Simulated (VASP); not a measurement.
# ScHO2 (R-3m) in VASP: single point with PBEsol

Aim: the single point of ScHO2 with PBEsol.

Everything below comes from runs of VASP 6.6.1. Logs are shortened: lines on timing, memory, paths and dates and some standing lists are left out, and cuts for length are marked.

### Step 1. The crystal as given

Symmetry: R-3m, No. 166, trigonal system. Conventional cell: a = 3.233 Å, b = 3.233 Å, c = 13.593 Å, α = 90.00°, β = 90.00°, γ = 120.00°. Sc (site symmetry -3m) is surrounded by 6 O at 2.14 Å. H (site symmetry -3m) has 2 O at 1.22 Å as nearest neighbours. O (site symmetry 3m) has 1 H at 1.22 Å as nearest neighbours.

The cell comes from a database or a generator and needn't be the stable form of this composition.

### Step 2. Single point, PBEsol

Contents of INCAR:

```
SYSTEM = ScHO2
PREC = Accurate
ENCUT = 520
EDIFF = 1E-6
ISMEAR = 0
SIGMA = 0.01
LREAL = .False.
LASPH = .True.
NELM = 100
ALGO = Normal
ISIF = 2
LWAVE = .False.
LCHARG = .True.
GGA = PS
LELF = .True.
LVHAR = .True.
NBANDS = 20
```

Contents of KPOINTS:

```
Automatic mesh
0
Gamma
  6 6 6
  0 0 0
```

Contents of POSCAR:

```
ScHO2
1.0
    1.6165890000      0.9333380000      4.5309240000
   -1.6165890000      0.9333380000      4.5309240000
    0.0000000000     -1.8666760000      4.5309240000
Sc H O
1 1 2
Direct
    0.0000000000      0.0000000000      0.0000000000
    0.5000000000      0.5000000000      0.5000000000
    0.5897010000      0.5897010000      0.5897010000
    0.4102990000      0.4102990000      0.4102990000
```

Potentials or basis: VASP PAW PBE potentials, release 64 (Sc_sv, H, O).

Command:

```bash
cat potpaw_PBE.64/Sc_sv/POTCAR potpaw_PBE.64/H/POTCAR potpaw_PBE.64/O/POTCAR > POTCAR
mpirun -np 1 vasp_std > vasp.out
```

OUTCAR:

```text
SYSTEM = ScHO2
   PREC = Accurate
   ENCUT = 520
   EDIFF = 1E-6
   ISMEAR = 0
   LREAL = .False.
   LASPH = .True.
   NELM = 100
   ISIF = 2
   GGA = PS

 ion  position               nearest neighbor table
   1  0.000  0.000  0.000-   3 2.14   4 2.14   3 2.14   3 2.14   4 2.14   4 2.14
   2  0.500  0.500  0.500-   3 1.22   4 1.22
   3  0.590  0.590  0.590-   2 1.22   1 2.14   1 2.14   1 2.14
   4  0.410  0.410  0.410-   2 1.22   1 2.14   1 2.14   1 2.14

  LATTYP: Found a trigonal (rhomboedric) cell.
 ALAT       =     4.9003828535
 COS(alpha) =     0.7823447179

  Lattice vectors:

 A1 = (   1.6165890000,   0.9333380000,   4.5309240000)
 A2 = (  -1.6165890000,   0.9333380000,   4.5309240000)
 A3 = (   0.0000000000,  -1.8666760000,   4.5309240000)

Analysis of symmetry for initial positions (statically):
=====================================================================
 Subroutine PRICEL returns:
 Original cell was already a primitive cell.

 Routine SETGRP: Setting up the symmetry group for a
 trigonal (rhombohedral) supercell.

 Subroutine GETGRP returns: Found 12 space group operations
 (whereof 12 operations were pure point group operations)
 out of a pool of 12 trial point group operations.

The static configuration has the point symmetry D_3d.

Analysis of symmetry for dynamics (positions and initial velocities):
=====================================================================
 Subroutine PRICEL returns:
 Original cell was already a primitive cell.

 Routine SETGRP: Setting up the symmetry group for a
 trigonal (rhombohedral) supercell.

 Subroutine GETGRP returns: Found 12 space group operations
 (whereof 12 operations were pure point group operations)
 out of a pool of 12 trial point group operations.

The dynamic configuration has the point symmetry D_3d.

 Subroutine INISYM returns: Found 12 space group operations
 (whereof 12 operations are pure point group operations),
 and found     1 'primitive' translations

----------------------------------------------------------------------------------------

                                     Primitive cell

  volume of cell :      41.0182

  direct lattice vectors                    reciprocal lattice vectors
     1.616589000  0.933338000  4.530924000     0.309293209  0.178570536  0.073568511
    -1.616589000  0.933338000  4.530924000    -0.309293209  0.178570536  0.073568511
     0.000000000 -1.866676000  4.530924000     0.000000000 -0.357141071  0.073568511

[... 87 lines left out ...]
   EDIFF  = 0.1E-05   stopping-criterion for ELM
   LREAL  =      F    real-space projection
   EDIFFG = 0.1E-04   stopping-criterion for IOM
   NSW    =      0    number of steps for IOM
   IBRION =     -1    ionic relax: 0-MD 1-quasi-New 2-CG
   NFREE  =      0    steps in history (QN), initial steepest desc. (CG)
   ISIF   =      2    stress and relaxation
   ISYM   =      2    0-nonsym 1-usesym 2-fastsym
   POTIM  = 0.5000    time-step for ionic-motion
   TEBEG  =    0.0;   TEEND  =   0.0 temperature during run
   PSTRESS=    0.0 pullay stress
   NELECT =      24.0000    total number of electrons
   NUPDOWN=      -1.0000    fix difference up-down
   EMIN   =  10.00;   EMAX   =-10.00  energy-range for DOS
   EFERMI =   0.00;   METHOD = LEGACY
   ISMEAR =     0;   SIGMA  =   0.01  broadening in eV -4-tet -1-fermi 0-gaus
   EFERMI_NEDOS =   21; number of points for ismear=-14 and -15
   IALGO  =     38    algorithm
   IMIX   =      4    mixing-type and parameters
     AMIX     =   0.40;   BMIX     =  1.00
     AMIX_MAG =   1.60;   BMIX_MAG =  1.00
  volume/ion in A,a.u.               =      10.25        69.20
  Fermi-wavevector in a.u.,A,eV,Ry     =   1.369261  2.587529 25.509249  1.874877
  Thomas-Fermi vector in A             =   2.495152
   LORBIT       =      0    0 simple, 1 ext, 2 COOP (PROOUT), +10 PAW based schemes
   GGA     = PS    functional components
   LHFCALC =     F    Hartree Fock is set to
   AEXX    =    0.0000 exact exchange contribution
   IVDW    =     0    specifies the selected vdW correction
   LEPSILON=     F    determine dielectric tensor
   LRPA    =     F    only Hartree local field effects (RPA)
 non-spin polarized calculation
 Gauss-broadening in eV      SIGMA  =   0.01
  energy-cutoff  :      520.00
  volume of cell :       41.02
 maximum number of plane-waves:      1122
   NGX = 19   NGY = 19   NGZ = 19

 number of electron      24.0000002 magnetization

 Free energy of the ion-electron system (eV)
  ---------------------------------------------------
  ext. energy  EPLUGINS =         0.00000000
  ---------------------------------------------------
  free energy    TOTEN  =       -30.85890064 eV

  energy without entropy =      -30.85890064  energy(sigma->0) =      -30.85890064

 E-fermi :   1.3383     XC(G=0): -10.3882

 val. band max:        1.2195326635   @ k =  -0.1667   0.1667   0.0000
 cond. band min:       5.1853343060   @ k =   0.5000   0.5000   0.0000
 fundamental gap:      3.9658016425
 Fermi energy:         1.3382805523

 k-point     1 :       0.0000    0.0000    0.0000
  band No.  band energies     occupation
      1     -45.8967      2.00000
      2     -24.7601      2.00000
      3     -24.4148      2.00000
      4     -24.4148      2.00000
      5     -16.2601      2.00000
      6     -14.0237      2.00000
[... 541 lines left out ...]
     19      13.4103      0.00000
     20      14.2717      0.00000

 [... further k-points ...]

------------------------ aborting loop because EDIFF is reached ----------------------------------------

  FORCE on cell =-STRESS in cart. coord.  units (eV):
  Direction    XX          YY          ZZ          XY          YZ          ZX
  --------------------------------------------------------------------------------------
  -------------------------------------------------------------------------------------
  Total       -1.1959142     -1.1959140     -1.2232730      0.0000000      0.0000000     -0.0000000
  in kB      -46.7125981    -46.7125886    -47.7812357      0.0000000      0.0000000     -0.0000000
  external PRESSURE =     -47.0688075 kB  Pullay stress =       0.0000000 kB

 VOLUME and BASIS-vectors are now :
 -----------------------------------------------------------------------------
  energy-cutoff  :      520.00
  volume of cell :       41.02
      direct lattice vectors                 reciprocal lattice vectors
     1.616589000  0.933338000  4.530924000     0.309293209  0.178570536  0.073568511
    -1.616589000  0.933338000  4.530924000    -0.309293209  0.178570536  0.073568511
     0.000000000 -1.866676000  4.530924000     0.000000000 -0.357141071  0.073568511

 POSITION                                       TOTAL-FORCE (eV/Angst)
 -----------------------------------------------------------------------------------
      0.00000      0.00000      0.00000         0.000000     -0.000000     -0.000000
      0.00000      0.00000      6.79639        -0.000000     -0.000000      0.000000
      0.00000      0.00000      8.01567         0.000000     -0.000000      0.187657
      0.00000      0.00000      5.57710         0.000000      0.000000     -0.187657
 -----------------------------------------------------------------------------------
    total drift:                               -0.000000      0.000000      0.000000

  FREE ENERGIE OF THE ION-ELECTRON SYSTEM (eV)
  ---------------------------------------------------
  free  energy   TOTEN  =       -30.8589006415 eV

  energy  without entropy=      -30.8589006415  energy(sigma->0) =      -30.85890064
```

OSZICAR:

```text
N       E                     dE             d eps       ncg     rms          rms(c)
DAV:   1     0.244834270800E+03    0.24483E+03   -0.11851E+04  1288   0.127E+03
DAV:   2    -0.124844465618E+02   -0.25732E+03   -0.24656E+03  1376   0.387E+02
DAV:   3    -0.357328636284E+02   -0.23248E+02   -0.22715E+02  1736   0.120E+02
DAV:   4    -0.363925458415E+02   -0.65968E+00   -0.65833E+00  1772   0.213E+01
DAV:   5    -0.364069257720E+02   -0.14380E-01   -0.14374E-01  1644   0.282E+00    0.159E+01
DAV:   6    -0.310297875600E+02    0.53771E+01   -0.19665E+01  2052   0.485E+01    0.660E+00
DAV:   7    -0.309200994573E+02    0.10969E+00   -0.92232E-01  1560   0.736E+00    0.408E+00
DAV:   8    -0.308695198906E+02    0.50580E-01   -0.33850E-01  2020   0.687E+00    0.112E+00
DAV:   9    -0.308595651488E+02    0.99547E-02   -0.18410E-02  1996   0.158E+00    0.373E-01
DAV:  10    -0.308586678355E+02    0.89731E-03   -0.10916E-02  2004   0.111E+00    0.697E-02
DAV:  11    -0.308588228743E+02   -0.15504E-03   -0.28284E-04  1428   0.141E-01    0.319E-02
DAV:  12    -0.308589014659E+02   -0.78592E-04   -0.12062E-04  1704   0.126E-01    0.146E-02
DAV:  13    -0.308589002552E+02    0.12107E-05   -0.10643E-05  1964   0.432E-02    0.417E-03
DAV:  14    -0.308589006415E+02   -0.38635E-06   -0.25436E-06  1420   0.105E-02
   1 F= -.30858901E+02 E0= -.30858901E+02  d E =-.901555E-65
```

Wall time 38 s (1 thread of Intel Xeon Platinum 8488C (Sapphire Rapids), shared host); peak memory 0.21 GiB.

What came out:

| Property | Result |
| --- | --- |
| Free energy | -30.8589 eV |
| Pressure | -4.7 GPa |
| Largest force | 0.188 eV/Å |
| Band gap on the k mesh | 3.97 eV, indirect (least direct gap 4.34 eV) |

Forces on the atoms (eV/Å):
```
Sc   0.000  0.000  0.000
H    0.000  0.000  0.000
O    0.000  0.000  0.188
O    0.000  0.000 -0.188
```

Levels at points of the mesh, in eV from the valence-band top:
| k point | band 8 | band 9 | band 10 | band 11 | band 12 | band 13 | band 14 | band 15 | band 16 | band 17 |
| --- | --- | --- | --- | --- | --- | --- | --- | --- | --- | --- |
| (0.00, 0.00, 0.00) | -2.21 | -2.21 | -0.52 | -0.52 | -0.10 | 4.63 | 4.79 | 4.79 | 6.02 | 7.84 |
| (0.50, 0.00, 0.00) | -3.67 | -2.04 | -1.24 | -1.23 | -0.76 | 4.33 | 5.55 | 5.94 | 7.62 | 7.73 |
| (0.50, 0.50, 0.00) | -2.55 | -2.44 | -1.62 | -1.24 | -0.68 | 3.97 | 5.65 | 5.95 | 7.15 | 7.91 |
| (0.50, 0.50, 0.50) | -2.60 | -2.49 | -2.49 | -0.07 | -0.07 | 4.82 | 4.82 | 5.63 | 7.10 | 7.60 |

Caveat: the PAW data sets were made with another functional, which shifts forces and pressure a little.
